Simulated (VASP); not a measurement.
# ZnSnN2 (strained II-IV-N2 ordering on rocksalt lattice), PBE single-point calculation: VASP's output and Ansatz's

POSCAR

```
Zn Sn N
 1.0000000000000000
     1.5678503004630113    0.9051987928760837    5.1744074724920806
    -1.5678503004630113    0.9051987928760837    5.1744074724920806
     0.0000000000000000   -1.8103975861879826    5.1744074724158402
 Zn  Sn  N
   1   1   2
Cartesian
  1.5678503004630113  0.9051987928760837  5.1744074724920806
  0.0000000000000000 -0.0000000002179079  7.7616112086999989
  0.0000000000000000 -0.0000000001074607  3.8276199710880991
  0.0000000000000001 -0.0000000003283552 11.6956024463119004
```

VASP ran with the recommended PBE PAW datasets (36 valence electrons in the cell).

From OUTCAR

```
k-points           NKPTS =    116   k-points in BZ     NKDIM =    116   number of bands    NBANDS=     26

   NELECT =      36.0000    total number of electrons

   dimension x,y,z NGX =    42 NGY =   42 NGZ =   42
   dimension x,y,z NGXF=    84 NGYF=   84 NGZF=   84

  energy-cutoff  :      520.00
  volume of cell :       44.06
      direct lattice vectors                 reciprocal lattice vectors
     1.567850300  0.905198793  5.174407472     0.318907998  0.184121618  0.064419614
    -1.567850300  0.905198793  5.174407472    -0.318907998  0.184121618  0.064419614
     0.000000000 -1.810397586  5.174407472     0.000000000 -0.368243237  0.064419614

 k-points in reciprocal lattice and weights: KPOINTS created by Atomic Simulation Env
   0.00000000  0.00000000  0.00000000       0.001
   0.10000000  0.00000000  0.00000000       0.006
   0.20000000  0.00000000  0.00000000       0.006
   0.30000000  0.00000000  0.00000000       0.006
   0.40000000  0.00000000  0.00000000       0.006
   0.50000000  0.00000000  0.00000000       0.003
   0.10000000  0.10000000  0.00000000       0.006
   0.20000000  0.10000000  0.00000000       0.012
   ...

 E-fermi :   8.1925

 k-point     1 :       0.0000    0.0000    0.0000
  band No.  band energies     occupation
      1     -13.2513      2.00000
      2     -13.2513      2.00000
      3     -13.2411      2.00000
      4     -13.0323      2.00000
      5     -13.0323      2.00000
      6      -9.0044      2.00000
      7      -6.1934      2.00000
      8      -0.0791      2.00000
      9       1.8510      2.00000
     10       1.8510      2.00000
     11       2.1748      2.00000
     12       2.1748      2.00000
     13       2.3937      2.00000
     14       6.8391      2.00000
     15       6.8391      2.00000
     16       6.8649      2.00000
     17       7.6814      2.00000
     18       7.6814      2.00000
     19       8.6933      0.00000
     20      11.4576      0.00000
     21      16.1014      0.00000
     22      16.4099      0.00000
     23      16.4099      0.00000
     24      21.2714      0.00000
     25      21.7149      0.00000
     26      21.8912      0.00000

 k-point     2 :       0.1000    0.0000    0.0000
  band No.  band energies     occupation
      1     -13.2763      2.00000
      2     -13.2231      2.00000
      3     -13.2169      2.00000
      4     -13.0628      2.00000
      5     -13.0370      2.00000
      6      -8.8453      2.00000
      7      -6.0625      2.00000
      8       0.0818      2.00000
      9       1.8099      2.00000
     10       1.8731      2.00000
     11       2.1493      2.00000
     12       2.1627      2.00000
     13       2.4083      2.00000
     14       5.8527      2.00000
     15       6.5849      2.00000
     16       6.7478      2.00000
     17       7.0998      2.00000
     18       7.5147      2.00000
     19       9.7412      0.00000
     20      12.2026      0.00000
     21      14.7619      0.00000
     22      16.7549      0.00000
     23      17.1263      0.00000
     24      19.4803      0.00000
     25      21.1022      0.00000
     26      21.1602      0.00000

 k-point     3 :       0.2000    0.0000    0.0000
  band No.  band energies     occupation
      1     -13.3534      2.00000
      2     -13.1632      2.00000
      3     -13.1516      2.00000
      4     -13.1194      2.00000
      5     -13.0462      2.00000
      6      -8.3730      2.00000
      7      -5.7225      2.00000
      8       0.4719      2.00000
      9       1.7479      2.00000
     10       1.8975      2.00000
     11       2.0532      2.00000
     12       2.1663      2.00000
     13       2.4856      2.00000
     14       4.4037      2.00000
     15       5.0752      2.00000
     16       6.4777      2.00000
     17       6.9947      2.00000
     18       7.1597      2.00000
     19      11.2580      0.00000
     20      12.7138      0.00000
     21      14.2872      0.00000
     22      16.9395      0.00000
     23      17.5213      0.00000
     24      17.8678      0.00000
     25      18.6536      0.00000
     26      20.3305      0.00000

 ...

  Total        3.2652097      3.2652097      1.9802374      0.0000000      0.0000000      0.0000000
  in kB      118.7302084    118.7302084     72.0057881      0.0000000      0.0000000      0.0000000
  external PRESSURE =     103.1554017 kB  Pullay stress =       0.0000000 kB

 POSITION                                       TOTAL-FORCE (eV/Angst)
 -----------------------------------------------------------------------------------
      0.00000      0.00000      0.00000         0.000000      0.000000      0.000000
      0.00000     -0.00000      7.76161        -0.000000     -0.000000      0.000000
      0.00000     -0.00000      3.82762         0.000000     -0.000000      0.200843
      0.00000     -0.00000     11.69560         0.000000      0.000000     -0.200843
 -----------------------------------------------------------------------------------
    total drift:                                0.000000      0.000000     -0.000000

  FREE ENERGIE OF THE ION-ELECTRON SYSTEM (eV)
  ---------------------------------------------------
  free  energy   TOTEN  =       -20.2642985586 eV

  energy  without entropy=      -20.2642985585  energy(sigma->0) =      -20.26429856
```

Each program uses its own PAW datasets. VASP's cell holds 36 valence electrons and Ansatz's 36. Ansatz's stress includes a Pulay correction; VASP's doesn't.

**Question.** What does Ansatz give for the same cell and level of theory?

**Answer.** gap between bands v and c 0.89 eV; least direct gap 0.94 eV; pressure 9.8 GPa; largest force 0.20 eV/Å.

Ansatz printed

```
SCF 1 converged in 6 iterations: F = -10109.820487 eV  dr2 = 3.67e-8
  greatest PAW one-centre occupation: 0.995 electrons in one spin orbital (limit 2), on the Sn atom at site 1 (counted from 0), in its partial waves of l = 2
NSCF: frozen V_eff on 10 k-points
SCF converged after 6 iterations
Free energy (F): -10109.820487 eV
Harris-Foulkes:  -10109.820487 eV  (|F-HF|=4.01e-8)
Internal energy: -10109.820487 eV  (E = F + TS)
E sigma→0 (E₀):  -10109.820487 eV
Fermi energy:    13.652241 eV
--- Per-component energies (eV) ---
  E_band       = 111.593884
  E_kinetic    = 582.611955
  E_local      = -2292.040554  (includes V_loc(G=0)·N_el)
  E_nonlocal   = 681.057187
  E_hartree    = 1125.610823
  E_xc         = -638.325544
  E_vxc        = -299.778425  (∫ρ·V_xc dr)
  E_paw        = -6231.881758  (= ΣΔE_a)
  E_vpaw       = -811.473900  (= ΣTr[D̂ρ^β])
  E_aug_tail   = -0.000148  (compensation charges beyond the density's cutoff)
  E_ewald      = -3336.852449
  E_smearing   = -0.000000  (= −TS)
  E_closure    = -0.000000  (closes the sum)
  Σ components = -10109.820487   (vs F -10109.820487, Δ=0.00e0)
--- Forces (eV/Å), atoms counted from 1 ---
  atom   1  Zn     0.00000000     0.00000000     0.00000000
  atom   2  Sn     0.00000000     0.00000000     0.00000000
  atom   3  N      0.00000000    -0.00000000     0.20472223
  atom   4  N      0.00000000     0.00000000    -0.20472223
  max |Σ_I F_I| component: 8.33e-17 eV/Å
--- Stress (GPa, compression-positive) ---
       11.421161       0.000000       0.000000
        0.000000      11.421161       0.000000
        0.000000       0.000000       6.702053
  P = ⅓ Tr σ = 9.8481 GPa (98.481 kbar)
--- Band table (eV; the first three rows and the last of 116) ---
  k-point 0: bands = ["-7.8614", "-7.8614", "-7.8474", "-7.6394", "-7.6394", "-3.5978", "-0.7886", "5.3247", "7.2297", "7.2297", "7.5510", "7.5510", "7.7731", "12.2416", "12.2416", "12.2688", "13.0846", "13.0846", "14.0971", "16.8615", "21.5124", "21.8184", "21.8184"]
  k-point 1: bands = ["-7.8861", "-7.8332", "-7.8234", "-7.6700", "-7.6442", "-3.4389", "-0.6579", "5.4851", "7.1894", "7.2516", "7.5257", "7.5391", "7.7880", "11.2549", "11.9901", "12.1496", "12.4993", "12.9178", "15.1447", "17.6066", "20.1720", "22.1631", "22.5344"]
  k-point 2: bands = ["-7.9627", "-7.7696", "-7.7614", "-7.7272", "-7.6538", "-2.9667", "-0.3182", "5.8725", "7.1297", "7.2759", "7.4312", "7.5430", "7.8675", "9.8058", "10.4777", "11.8798", "12.3952", "12.5621", "16.6623", "18.1225", "19.6939", "22.3456", "22.9301"]
  k-point 115: bands = ["-7.8612", "-7.8612", "-7.8458", "-7.6390", "-7.6390", "-3.1626", "-1.6738", "6.9262", "7.2110", "7.2110", "7.5469", "7.5469", "8.1415", "9.2349", "12.6143", "12.6143", "12.6666", "12.6666", "16.5413", "17.1743", "20.9429", "22.9380", "22.9465"]
```
